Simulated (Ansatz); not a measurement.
# Be: rattling a relaxed structure

The cell was found from a structure generator's guess, not taken from experiment.

Computed with DFT PBE, scalar-relativistic, plane waves, PAW (Ansatz). Plane waves to 420 eV, a k mesh through Γ of 30×30×30 on the computed 1-atom cell and Gaussian smearing (0.10 eV); no spin polarisation.

The cell below (1 atom, space group Fm-3m (No. 225)) is relaxed within its symmetry.

```
Be
1.0
     0.00000    1.57842    1.57842
     1.57842    0.00000    1.57842
     1.57842    1.57842    0.00000
Be
1
Direct
  0.00000 0.00000 0.00000
```

For the test a repeat of it with 4 atoms (edges 2.23, 3.87, 3.87 Å) was strained at random (σ = 1.5 % a component), the atoms were moved at random (σ = 0.10 Å), and all was relaxed again on a coarse 10×6×6 mesh (in the run’s order of axes) with 0.20 eV smearing, with no symmetry imposed.

Question: Does it come back?

Answer: It returns, within 1 meV/atom of the unmoved cell on that mesh and with the same symmetry when read at 0.1 Å (I4/mmm at 0.01 Å, so small strains and shifts remain). So it is stable against the distortions that fit this cell and that this random move excites. Modes that don't fit the cell aren't tested.
